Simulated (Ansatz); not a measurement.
# Rhodium, fcc under PBEsol: ground state and equation of state, part 1 of 2

The plan for rhodium in the fcc structure: relax it, solve it on a dense k-mesh, switch on spin-orbit coupling, then scale the cell to 7 volumes from 88 to 112 % of the relaxed one and try a fit of the equation of state. The k-meshes are 14×14×14 for the relaxation; 23×23×23 for the dense run; 14×14×14 for spin-orbit coupling; 23×23×23 for the volumes. The starting cell is the deposited one, from the Crystallography Open Database.

Program: Ansatz 0.2.0. Level of theory: DFT PBEsol, plane waves (420 eV) with PAW, scalar-relativistic; PBE-made PAW files. These are calculated values, not measurements.

## 1. Starting point

Symmetry: Fm-3m, No. 225, cubic system. The conventional cell has a = 3.803 Å, b = 3.803 Å, c = 3.803 Å, α = 90.00°, β = 90.00°, γ = 90.00°. Around Rh (site symmetry m-3m) lie 12 Rh at 2.69 Å.

Structure file:

```xyz
1
Lattice="0.0000 1.9016 1.9016 1.9016 0.0000 1.9016 1.9016 1.9016 0.0000" Properties=species:S:1:pos:R:3 pbc="T T T"
Rh    0.0000    0.0000    0.0000
```

## 2. Relaxing cell and atoms

input.yaml

```yaml
crystal:
  lattice:
    - [0.0, 1.90155, 1.90155]
    - [1.90155, 0.0, 1.90155]
    - [1.90155, 1.90155, 0.0]
  atoms:
    - { symbol: Rh, position: [0.0, 0.0, 0.0] }
hamiltonian:
  xc: pbesol
  pseudopotentials:
    kind: paw
    azcp:
      Rh: "pseudopotentials/Rh.paw.azcp"
basis:
  ecutwfc: 420
  fft_grid_basis: typed
kpoints:
  mp_grid: { grid: [14, 14, 14], shift: [0, 0, 0] }
magnetization:
  spin_polarized: false
scf:
  occupations: { method: fermi_dirac, width: 0.1 }
relax:
  max_steps: 60
  f_tol: 0.01
  cell: {}
```

What it wrote:

```text
Warning: <dir> the record states the generating functional pbe (its physics header spells it `PBE`), which answers neither for hamiltonian.xc's functional nor for the pbesol family's — results may be inconsistent (PPs are generated against a specific XC)
Warning: RAYON_NUM_THREADS=4 ignored (pool sized by the plan → 4); use --threads N
Engine: ansatz 0.2.0, aarch64-unknown-linux-gnu
Pseudopotentials: kind: paw
Pseudopotential: Rh, paw, valence charge 17, recommended cutoff 420 eV (normal), <dir>
Functional definition: PBEsol
  exchange = pbesol_x
  correlation = pbesol_c
Crystal: 1 atoms, lattice volume = 13.752 Å³
Basis set: ecut = 420 eV, 283 PW (Γ), exchange–correlation on 36×36×36 points (8 copies of the dense FFT grid, shifted against one another)
Bands: 13, of which v1, the nominal top of the filled ones, is band 9 counted from 1 (8 counted from 0)
Symmetry: 48 space group operations
Space group: Fm-3m (ITA 225), of the structure as read, at distance tolerance 2.4e-5 Å
k-points: 104 of 2744
Non-local potential: Rh, projectors of the file, l = 0: 3, l = 1: 2, l = 2: 2, l = 3: 1
PAW form: soft (Blöchl's): semilocal exchange-correlation on the pseudo side does not see the compensation charge
PAW frozen core: Rh, regenerated for the run's functional, and the local potential with it (the file was generated under x = pbe(κ = 0.804, μ = 0.2195149727645171), c = pbe(β = 0.06672455060314922))
PAW one-centre angular grid: Rh, 590 points (default); XC on 64 Gauss nodes
Initial density: superposition of atomic densities (neutral atoms: chi_scale 0, normalization atom), corrected by the library's trained network
Initial wavefunctions: pseudopotential atomic-orbital guess
Functional: x = pbesol(κ = 0.804, μ = 0.12345679012345678), c = pbesol(β = 0.046)
SCF iter   1: F=—  HF=-6338.764715 eV  |F-HF|=—  |Δ(HF+E_count)|=         —  Δρ=9.13e-3  dr2=9.10e-3  ethr=1.77e-3  ⟨swp⟩=4.8  Hψ=7363  notcnv=0
preconditioner: auto → none  [metal: Δε(μ)=0.028 eV  Ē_g=13.993 eV  σ=0.100 eV  W_gap=0.07  n_scr=0 (ndim 8)  ℏωp=30.0 eV  f_vac=0.000  D(μ)=1.26/eV (n_scr^D=14)]
SCF iter   2: F=—  HF=-6338.762251 eV  |F-HF|=—  |Δ(HF+E_count)|=   2.46e-3  Δρ=3.70e-3  dr2=1.09e-3  ethr=5.35e-5  ⟨swp⟩=2.7  Hψ=2944  notcnv=0
SCF iter   3: F=—  HF=-6338.761937 eV  |F-HF|=—  |Δ(HF+E_count)|=   3.14e-4  Δρ=1.43e-3  dr2=4.97e-5  ethr=6.42e-6  ⟨swp⟩=2.4  Hψ=1982  notcnv=0
SCF iter   4: F=—  HF=-6338.761925 eV  |F-HF|=—  |Δ(HF+E_count)|=   1.20e-5  Δρ=9.59e-5  dr2=4.93e-7  ethr=2.92e-7  ⟨swp⟩=2.1  Hψ=2260  notcnv=0
iter 5 did not close the SCF: its close was put off for the readings that it lacked (scf_convergence_deferred on its scf_iter line)
SCF iter   5: F=-6338.761925 eV  HF=-6338.761925 eV  |F-HF|=5.32e-9  |Δ(HF+E_count)|=   9.88e-8  Δρ=2.34e-5  dr2=1.72e-8  ethr=2.90e-9  ⟨swp⟩=2.3  Hψ=2114  notcnv=0
SCF iter   6: F=-6338.761925 eV  HF=-6338.761925 eV  |F-HF|=3.02e-10  |Δ(HF+E_count)|=   1.52e-9  Δρ=4.98e-6  dr2=7.64e-10  ethr=1.01e-10  ⟨swp⟩=1.8  Hψ=4080  notcnv=0
SCF 1 converged in 6 iterations: F = -6338.761925 eV  dr2 = 7.64e-10
relax step   1: F+E_penalty+E_count = -6338.76192511 eV  Δ(F+E_penalty+E_count) = +0.000e0 eV  max|allowed force component| = 0.000e0 eV/Å  Δτ_max = 0.0000 Å  P = -4.750 GPa  Ω = 13.752 Å³  (6 SCF iters, dr2 threshold 1.00e-7 eV, accepted)
Crystal: 1 atoms, lattice volume = 13.328 Å³
Basis set: ecut = 420 eV, 259 PW (Γ), exchange–correlation on 36×36×36 points (8 copies of the dense FFT grid, shifted against one another)
Initial density: handed on by an earlier stage of this run
Initial wavefunctions: those handed on with the density
iter 1 solved again at ethr=7.81e-6 eV; its pass at ethr=3.10e-3 eV (dr2=1.33e-3 eV) is discarded
SCF iter   1: F=—  HF=-6338.763348 eV  |F-HF|=—  |Δ(HF+E_count)|=         —  Δρ=3.15e-3  dr2=1.13e-3  ethr=7.81e-6  ⟨swp⟩=1.4  Hψ=9113  notcnv=0
preconditioner: auto → none  [metal: Δε(μ)=0.026 eV  Ē_g=14.357 eV  σ=0.100 eV  W_gap=0.07  n_scr=0 (ndim 8)  ℏωp=30.5 eV  f_vac=0.000  D(μ)=1.19/eV (n_scr^D=14)]
SCF iter   2: F=—  HF=-6338.763100 eV  |F-HF|=—  |Δ(HF+E_count)|=   2.48e-4  Δρ=1.50e-3  dr2=1.26e-4  ethr=6.64e-6  ⟨swp⟩=2.0  Hψ=1811  notcnv=0
SCF iter   3: F=—  HF=-6338.763074 eV  |F-HF|=—  |Δ(HF+E_count)|=   2.62e-5  Δρ=6.20e-4  dr2=1.60e-5  ethr=7.41e-7  ⟨swp⟩=2.8  Hψ=2102  notcnv=0
SCF iter   4: F=—  HF=-6338.763080 eV  |F-HF|=—  |Δ(HF+E_count)|=   5.88e-6  Δρ=5.68e-5  dr2=1.03e-7  ethr=9.39e-8  ⟨swp⟩=1.0  Hψ=1356  notcnv=0
SCF iter   5: F=-6338.763080 eV  HF=-6338.763080 eV  |F-HF|=1.76e-10  |Δ(HF+E_count)|=   1.31e-7  Δρ=5.67e-6  dr2=7.01e-10  ethr=5.88e-10  ⟨swp⟩=4.0  Hψ=3988  notcnv=0
SCF 2 converged in 5 iterations: F = -6338.763080 eV  dr2 = 7.01e-10
relax step   2: F+E_penalty+E_count = -6338.76308004 eV  Δ(F+E_penalty+E_count) = -1.155e-3 eV  max|allowed force component| = 0.000e0 eV/Å  Δτ_max = 0.0000 Å  P = +4.357 GPa  Ω = 13.328 Å³  energy of the carried Pulay correction = +2.502e-4 eV  (5 SCF iters, dr2 threshold 1.00e-7 eV, accepted)
Crystal: 1 atoms, lattice volume = 13.527 Å³
iter 1 solved again at ethr=1.29e-6 eV; its pass at ethr=3.10e-3 eV (dr2=2.19e-4 eV) is discarded
SCF iter   1: F=—  HF=-6338.765597 eV  |F-HF|=—  |Δ(HF+E_count)|=         —  Δρ=1.47e-3  dr2=2.53e-4  ethr=1.29e-6  ⟨swp⟩=2.0  Hψ=9084  notcnv=0
preconditioner: auto → none  [metal: Δε(μ)=0.019 eV  Ē_g=14.201 eV  σ=0.100 eV  W_gap=0.05  n_scr=0 (ndim 8)  ℏωp=30.3 eV  f_vac=0.000  D(μ)=1.22/eV (n_scr^D=14)]
SCF iter   2: F=—  HF=-6338.765545 eV  |F-HF|=—  |Δ(HF+E_count)|=   5.18e-5  Δρ=7.25e-4  dr2=3.07e-5  ethr=1.29e-6  ⟨swp⟩=2.2  Hψ=1927  notcnv=0
SCF iter   3: F=—  HF=-6338.765540 eV  |F-HF|=—  |Δ(HF+E_count)|=   4.88e-6  Δρ=2.97e-4  dr2=3.79e-6  ethr=1.81e-7  ⟨swp⟩=2.6  Hψ=2077  notcnv=0
SCF iter   4: F=-6338.765541 eV  HF=-6338.765541 eV  |F-HF|=2.31e-8  |Δ(HF+E_count)|=   7.73e-7  Δρ=2.88e-5  dr2=2.57e-8  ethr=5.88e-10  ⟨swp⟩=3.2  Hψ=4948  notcnv=0
SCF 3 converged in 4 iterations: F = -6338.765541 eV  dr2 = 2.57e-8
relax step   3: F+E_penalty+E_count = -6338.76554081 eV  Δ(F+E_penalty+E_count) = -2.461e-3 eV  max|allowed force component| = 0.000e0 eV/Å  Δτ_max = 0.0000 Å  P = -0.147 GPa  Ω = 13.527 Å³  energy of the carried Pulay correction = +1.314e-4 eV  (4 SCF iters, dr2 threshold 1.00e-7 eV, accepted)
Crystal: 1 atoms, lattice volume = 13.521 Å³
iter 1 solved again at ethr=1.60e-9 eV; its pass at ethr=3.10e-3 eV (dr2=2.72e-7 eV) is discarded
SCF iter   1: F=—  HF=-6338.765546 eV  |F-HF|=—  |Δ(HF+E_count)|=         —  Δρ=4.80e-5  dr2=2.87e-7  ethr=1.60e-9  ⟨swp⟩=2.0  Hψ=8730  notcnv=0
preconditioner: auto → none  [metal: Δε(μ)=0.021 eV  Ē_g=14.203 eV  σ=0.100 eV  W_gap=0.05  n_scr=0 (ndim 8)  ℏωp=30.3 eV  f_vac=0.000  D(μ)=1.22/eV (n_scr^D=14)]
SCF iter   2: F=-6338.765548 eV  HF=-6338.765548 eV  |F-HF|=2.41e-8  |Δ(HF+E_count)|=   1.45e-6  Δρ=1.79e-5  dr2=2.67e-8  ethr=3.20e-10  ⟨swp⟩=3.0  Hψ=5023  notcnv=0
SCF 4 converged in 2 iterations: F = -6338.765548 eV  dr2 = 2.67e-8
relax step   4: F+E_penalty+E_count = -6338.76554783 eV  Δ(F+E_penalty+E_count) = -7.022e-6 eV  max|allowed force component| = 0.000e0 eV/Å  Δτ_max = 0.0000 Å  P = -0.005 GPa  Ω = 13.521 Å³  energy of the carried Pulay correction = +1.354e-4 eV  (2 SCF iters, dr2 threshold 5.43e-8 eV, accepted)
Initial wavefunctions: pseudopotential atomic-orbital guess (no wavefunctions were taken with the density)
iter 1 solved again at ethr=1.71e-8 eV; its pass at ethr=3.10e-3 eV (dr2=2.90e-6 eV) is discarded
SCF iter   1: F=—  HF=-6338.765421 eV  |F-HF|=—  |Δ(HF+E_count)|=         —  Δρ=4.49e-5  dr2=7.48e-8  ethr=1.71e-8  ⟨swp⟩=3.0  Hψ=11148  notcnv=0
SCF iter   2: F=—  HF=-6338.765423 eV  |F-HF|=—  |Δ(HF+E_count)|=   1.95e-6  Δρ=1.86e-5  dr2=1.21e-8  ethr=4.40e-10  ⟨swp⟩=2.1  Hψ=2160  notcnv=0
SCF iter   3: F=—  HF=-6338.765423 eV  |F-HF|=—  |Δ(HF+E_count)|=  1.94e-10  Δρ=9.84e-6  dr2=1.55e-9  ethr=7.15e-11  ⟨swp⟩=2.3  Hψ=1738  notcnv=0
SCF iter   4: F=—  HF=-6338.765423 eV  |F-HF|=—  |Δ(HF+E_count)|=   1.04e-9  Δρ=2.60e-6  dr2=9.25e-11  ethr=9.14e-12  ⟨swp⟩=2.8  Hψ=2249  notcnv=0
SCF iter   5: F=-6338.765423 eV  HF=-6338.765423 eV  |F-HF|=4.55e-12  |Δ(HF+E_count)|=  1.23e-10  Δρ=3.39e-7  dr2=1.71e-12  ethr=1.00e-12  ⟨swp⟩=5.0  Hψ=5127  notcnv=0
SCF 5 converged in 5 iterations: F = -6338.765423 eV  dr2 = 1.71e-12
relax step   5: F+E_penalty+E_count = -6338.76542282 eV  Δ(F+E_penalty+E_count) = +1.250e-4 eV  max|allowed force component| = 0.000e0 eV/Å  Δτ_max = 0.0000 Å  P = -0.003 GPa  Ω = 13.521 Å³  stress off target by 3.08e-3 GPa  SCF on the basis re-selected at this cell (its energy is not comparable with the rows above)  (5 SCF iters)
basis re-selected at this cell: Δ(F+E_penalty+E_count) = +1.250e-4 eV, ΔP = +0.002 GPa vs the last step (what re-selecting the basis moved, of the pressure what is left beyond the Pulay correction that the steps carried, after the strain that the cell walked since its last selection, with what the two solves' SCF thresholds leave and, on support functions, any second-order correction that the steps lacked; it is no measure of the basis error at this ecutwfc). This SCF's stress stands 3.08e-3 GPa from its target on what of the cell is left free (relax.cell.stress_tol is 5.00e-2 GPa) and its largest allowed force component is 0.00e0 eV/Å (relax.f_tol is 1.00e-2 eV/Å): within both
SCF converged after 5 iterations
Free energy (F): -6338.765423 eV
Harris-Foulkes:  -6338.765423 eV  (|F-HF|=4.55e-12)
Internal energy: -6338.723947 eV  (E = F + TS)
E sigma→0 (E₀):  -6338.744685 eV
Entropy (-TS):   -0.041476 eV (-41.476 meV/atom)
Fermi energy:    22.723869 eV
--- Per-component energies (eV) ---
  E_band       = -80.261484
  E_kinetic    = 573.748387
  E_local      = -1543.052629  (includes V_loc(G=0)·N_el)
  E_nonlocal   = 356.340268
  E_hartree    = 541.299705
  E_xc         = -220.830935
  E_vxc        = -278.258163  (∫ρ·V_xc dr)
  E_paw        = -3523.832691  (= ΣΔE_a)
  E_vpaw       = -271.639563  (= ΣTr[D̂ρ^β])
  E_aug_tail   = 0.000803  (compensation charges beyond the density's cutoff)
  E_ewald      = -2522.673056
  E_core_change = 0.276200  (= ΣΔE_core)
  E_smearing   = -0.041476  (= −TS)
  E_closure    = 0.000000  (closes the sum)
  Σ components = -6338.765423   (vs F -6338.765423, Δ=0.00e0)
--- Forces (eV/Å), atoms counted from 1 ---
  atom   1  Rh    -0.00000000     0.00000000    -0.00000000
  max |Σ_I F_I| component: 7.40e-32 eV/Å
--- Stress (GPa, compression-positive) ---
       -0.003076      -0.000000      -0.000000
       -0.000000      -0.003076      -0.000000
       -0.000000      -0.000000      -0.003076
  P = ⅓ Tr σ = -0.0031 GPa (-0.031 kbar)
--- Relaxed structure (4 steps of the walk, 4 accepted, 1 SCFs on fresh bases) ---
  F+E_penalty+E_count = -6338.76542282 eV   max|allowed force component| = 0.000e0 eV/Å   (the final SCF, on the basis selected at the relaxed cell)
  cell:  # Å, volume = 13.5206 Å³
    - [7.041963379837734e-34, 1.890840770115836, 1.890840770115836]
    - [1.890840770115836, 9.593630155686228e-35, 1.890840770115836]
    - [1.890840770115836, 1.890840770115836, 7.491789192116797e-34]
  atoms:
    - { symbol: Rh, position: [0.0, 0.0, 0.0] }
```

It took 2.6 s on 4 threads of an Arm CPU, shared host; peak memory 0.28 GiB.

Relaxation path:

```tsv
step	energy change (meV/atom)	largest force (eV/Å)	pressure (GPa)	volume (Å³/atom)
1	0.00	0.0000	-4.75	13.752
2	-1.15	0.0000	4.36	13.328
3	-3.62	0.0000	-0.15	13.527
4	-3.62	0.0000	0.00	13.521
5	-3.50	0.0000	0.00	13.521
```

Steps that repeat a cell are solved on a basis chosen anew, so their changes of energy are no gain of the relaxation.

The cell of the run, before and after:

|  | before | after | change |
| --- | --- | --- | --- |
| a (Å) | 2.689 | 2.674 | -0.6 % |
| b (Å) | 2.689 | 2.674 | -0.6 % |
| c (Å) | 2.689 | 2.674 | -0.6 % |
| volume (Å³/atom) | 13.752 | 13.521 | -1.7 % |
| shortest distance (Å) | 2.689 | 2.674 | -0.6 % |
| space group (spins left aside) | Fm-3m | Fm-3m | same |

## 3. Single point on a dense mesh

input.yaml

```yaml
crystal:
  lattice:
    - [0.0, 1.8908407701, 1.8908407701]
    - [1.8908407701, 0.0, 1.8908407701]
    - [1.8908407701, 1.8908407701, 0.0]
  atoms:
    - { symbol: Rh, position: [0.0, 0.0, 0.0] }
hamiltonian:
  xc: pbesol
  pseudopotentials:
    kind: paw
    azcp:
      Rh: "pseudopotentials/Rh.paw.azcp"
basis:
  ecutwfc: 420
  fft_grid_basis: typed
kpoints:
  mp_grid: { grid: [23, 23, 23], shift: [0, 0, 0] }
magnetization:
  spin_polarized: false
scf:
  occupations: { method: fermi_dirac, width: 0.1 }
```

What it wrote, shortened:

```text
Warning: <dir> the record states the generating functional pbe (its physics header spells it `PBE`), which answers neither for hamiltonian.xc's functional nor for the pbesol family's — results may be inconsistent (PPs are generated against a specific XC)
Warning: RAYON_NUM_THREADS=4 ignored (pool sized by the plan → 4); use --threads N
[...]
[... 3 set-up lines as earlier in the session ...]
[...]
Crystal: 1 atoms, lattice volume = 13.521 Å³
Basis set: ecut = 420 eV, 259 PW (Γ)
Bands: 13, of which v1, the nominal top of the filled ones, is band 9 counted from 1 (8 counted from 0)
[... 2 set-up lines as earlier in the session ...]
k-points: 364 of 12167
[...]
SCF iter   1: F=—  HF=-6338.769601 eV  |F-HF|=—  |Δ(HF+E_count)|=         —  Δρ=9.49e-3  dr2=9.69e-3  ethr=1.77e-3  ⟨swp⟩=4.9  Hψ=26003  notcnv=0
[...]
SCF iter   6: F=-6338.766602 eV  HF=-6338.766602 eV  |F-HF|=2.71e-10  |Δ(HF+E_count)|=  7.55e-11  Δρ=4.93e-6  dr2=7.11e-10  ethr=8.69e-11  ⟨swp⟩=1.0  Hψ=12143  notcnv=0
[...]
SCF converged after 6 iterations
Free energy (F): -6338.766602 eV
[...]
E sigma→0 (E₀):  -6338.745178 eV
Entropy (-TS):   -0.042848 eV (-42.848 meV/atom)
Fermi energy:    22.721863 eV
[...]
```

Wall time 1.6 s (4 threads of an Arm CPU, shared host); peak memory 0.32 GiB.

## 4. Spin-orbit coupling switched on

input.yaml, as its differences from that of step 3:

```diff
@@ -10,3 +10,3 @@
   pseudopotentials:
-    kind: paw
+    kind: paw_fr
     azcp:
@@ -17,5 +17,6 @@
 kpoints:
-  mp_grid: { grid: [23, 23, 23], shift: [0, 0, 0] }
+  mp_grid: { grid: [14, 14, 14], shift: [0, 0, 0] }
 magnetization:
-  spin_polarized: false
+  noncollinear: true
+  spin_orbit: true
 scf:
```

What it wrote, shortened:

```text
Warning: <dir> the record states the generating functional pbe (its physics header spells it `PBE`), which answers neither for hamiltonian.xc's functional nor for the pbesol family's — results may be inconsistent (PPs are generated against a specific XC)
Warning: RAYON_NUM_THREADS=4 ignored (pool sized by the plan → 4); use --threads N
[...]
Pseudopotentials: kind: paw_fr
Pseudopotential: Rh, paw_fr, valence charge 17, recommended cutoff 420 eV (normal), <dir>
[... 1 set-up line as earlier in the session ...]
[...]
non-collinear run that drives no moment, with spin-orbit: no starting moment large enough to seed its density (crystal.atoms[].spin), no starting occupations that ask for one, no magnetisation constraint and no magnetic field, so the semilocal B_xc is pinned to zero
Crystal: 1 atoms, lattice volume = 13.521 Å³
Basis set: ecut = 420 eV, 259 PW (Γ)
Bands: 26, of which v1, the nominal top of the filled ones, is band 17 counted from 1 (16 counted from 0)
Symmetry: 48 space group operations + 48 with time reversal
Magnetic group: BNS 225.117 (UNI 1619), of the structure as read, at distance tolerance 2.4e-5 Å
k-points: 104 of 2744
Projection manifold: j_resolved (fully-relativistic pseudo-atomic orbitals)
[...]
SCF iter   1: F=—  HF=-6341.149621 eV  |F-HF|=—  |Δ(HF+E_count)|=         —  Δρ=1.27e-1  dr2=1.98e0  dr2_m=0.00e0 (ungated)  ethr=3.10e-3  |M|=0.00e0 ∫|m|=0.00e0 μB  |m|>n=0.0e0 m-floor=0.0e0 τ_xc=0.0e0  β_m=0.30  ⟨swp⟩=6.5  Hψ=6716  notcnv=0  defer=48
[...]
SCF iter   7: F=-6340.544681 eV  HF=-6340.544681 eV  |F-HF|=1.98e-10  |Δ(HF+E_count)|=   1.73e-9  Δρ=1.53e-6  dr2=2.56e-10  dr2_m=0.00e0 (ungated)  ethr=9.33e-11  |M|=0.00e0 ∫|m|=0.00e0 μB  |m|>n=0.0e0 m-floor=0.0e0 τ_xc=0.0e0  ⟨swp⟩=1.0  Hψ=3860  notcnv=0
[...]
SCF converged after 7 iterations
Magnetization: |M| = 0.0000 μB,  M = (+0.0000, +0.0000, +0.0000) μB
Absolute magnetization: 0.0000 μB (∫|m|)
  site 0: m = (+0.0000, +0.0000, +0.0000) μB, |m| = 0.0000 μB  (R = 1.10 Å)
Free energy (F): -6340.544681 eV
[...]
E sigma→0 (E₀):  -6340.523920 eV
Entropy (-TS):   -0.041523 eV (-41.523 meV/atom)
Fermi energy:    22.733558 eV
[...]
```

Wall time 2.4 s (4 threads of an Arm CPU, shared host); peak memory 0.34 GiB.

Side by side:

```tsv
	scalar-relativistic	with spin-orbit coupling
k-mesh	23×23×23	14×14×14
gap on the mesh	none (levels filled in part)	none (levels filled in part)
```

The meshes differ, so small differences between the columns need not come from spin-orbit coupling.

## 5. Equation of state: 88 %

input.yaml

```yaml
crystal:
  lattice:
    - [0.0, 1.8119624025, 1.8119624025]
    - [1.8119624025, 0.0, 1.8119624025]
    - [1.8119624025, 1.8119624025, 0.0]
  atoms:
    - { symbol: Rh, position: [0.0, 0.0, 0.0] }
hamiltonian:
  xc: pbesol
  pseudopotentials:
    kind: paw
    azcp:
      Rh: "pseudopotentials/Rh.paw.azcp"
basis:
  ecutwfc: 420
  fft_grid_basis: typed
kpoints:
  mp_grid: { grid: [23, 23, 23], shift: [0, 0, 0] }
magnetization:
  spin_polarized: false
scf:
  occupations: { method: fermi_dirac, width: 0.1 }
output:
  stress: true
```

What it wrote, shortened:

```text
Warning: <dir> the record states the generating functional pbe (its physics header spells it `PBE`), which answers neither for hamiltonian.xc's functional nor for the pbesol family's — results may be inconsistent (PPs are generated against a specific XC)
Warning: RAYON_NUM_THREADS=4 ignored (pool sized by the plan → 4); use --threads N
[...]
[... 3 set-up lines as earlier in the session ...]
[...]
Crystal: 1 atoms, lattice volume = 11.898 Å³
Basis set: ecut = 420 eV, 259 PW (Γ)
Bands: 13, of which v1, the nominal top of the filled ones, is band 9 counted from 1 (8 counted from 0)
[... 1 set-up line as earlier in the session ...]
Space group: Fm-3m (ITA 225), of the structure as read, at distance tolerance 2.3e-5 Å
k-points: 364 of 12167
[...]
SCF iter   1: F=—  HF=-6338.538604 eV  |F-HF|=—  |Δ(HF+E_count)|=         —  Δρ=9.94e-3  dr2=8.41e-3  ethr=1.77e-3  ⟨swp⟩=5.0  Hψ=26135  notcnv=0
[...]
SCF iter   6: F=-6338.535961 eV  HF=-6338.535961 eV  |F-HF|=3.91e-11  |Δ(HF+E_count)|=   4.31e-9  Δρ=2.33e-6  dr2=1.32e-10  ethr=2.34e-11  ⟨swp⟩=1.8  Hψ=13962  notcnv=0
[...]
SCF converged after 6 iterations
Free energy (F): -6338.535961 eV
[...]
E sigma→0 (E₀):  -6338.518939 eV
Entropy (-TS):   -0.034043 eV (-34.043 meV/atom)
Fermi energy:    26.713668 eV
[...]
--- Stress (GPa, compression-positive) ---
       51.807982      -0.000000      -0.000000
       -0.000000      51.807982      -0.000000
        0.000000       0.000000      51.807982
  P = ⅓ Tr σ = 51.8080 GPa (518.080 kbar)
```

It took 1.7 s on 4 threads of an Arm CPU, shared host; peak memory 0.32 GiB.

## 6. Equation of state: 92 %

input.yaml, as its differences from that of step 5:

```diff
@@ -2,5 +2,5 @@
   lattice:
-    - [0.0, 1.8119624025, 1.8119624025]
-    - [1.8119624025, 0.0, 1.8119624025]
-    - [1.8119624025, 1.8119624025, 0.0]
+    - [0.0, 1.8390106052, 1.8390106052]
+    - [1.8390106052, 0.0, 1.8390106052]
+    - [1.8390106052, 1.8390106052, 0.0]
   atoms:
```

What it wrote, shortened:

```text
Warning: <dir> the record states the generating functional pbe (its physics header spells it `PBE`), which answers neither for hamiltonian.xc's functional nor for the pbesol family's — results may be inconsistent (PPs are generated against a specific XC)
Warning: RAYON_NUM_THREADS=4 ignored (pool sized by the plan → 4); use --threads N
[...]
[... 3 set-up lines as earlier in the session ...]
[...]
Crystal: 1 atoms, lattice volume = 12.439 Å³
Basis set: ecut = 420 eV, 259 PW (Γ)
Bands: 13, of which v1, the nominal top of the filled ones, is band 9 counted from 1 (8 counted from 0)
[... 2 set-up lines as earlier in the session ...]
k-points: 364 of 12167
[...]
SCF iter   1: F=—  HF=-6338.675547 eV  |F-HF|=—  |Δ(HF+E_count)|=         —  Δρ=9.62e-3  dr2=8.45e-3  ethr=1.77e-3  ⟨swp⟩=4.9  Hψ=26104  notcnv=0
[...]
SCF iter   6: F=-6338.672914 eV  HF=-6338.672914 eV  |F-HF|=7.37e-11  |Δ(HF+E_count)|=   4.93e-9  Δρ=3.00e-6  dr2=2.32e-10  ethr=3.15e-11  ⟨swp⟩=1.9  Hψ=13657  notcnv=0
[...]
SCF converged after 6 iterations
Free energy (F): -6338.672914 eV
[...]
E sigma→0 (E₀):  -6338.654500 eV
Entropy (-TS):   -0.036828 eV (-36.828 meV/atom)
Fermi energy:    25.267662 eV
[...]
--- Stress (GPa, compression-positive) ---
       30.212341       0.000000      -0.000000
        0.000000      30.212341      -0.000000
        0.000000       0.000000      30.212341
  P = ⅓ Tr σ = 30.2123 GPa (302.123 kbar)
```

It took 1.7 s on 4 threads of an Arm CPU, shared host; peak memory 0.32 GiB.

(Continued in part 2 of 2.)
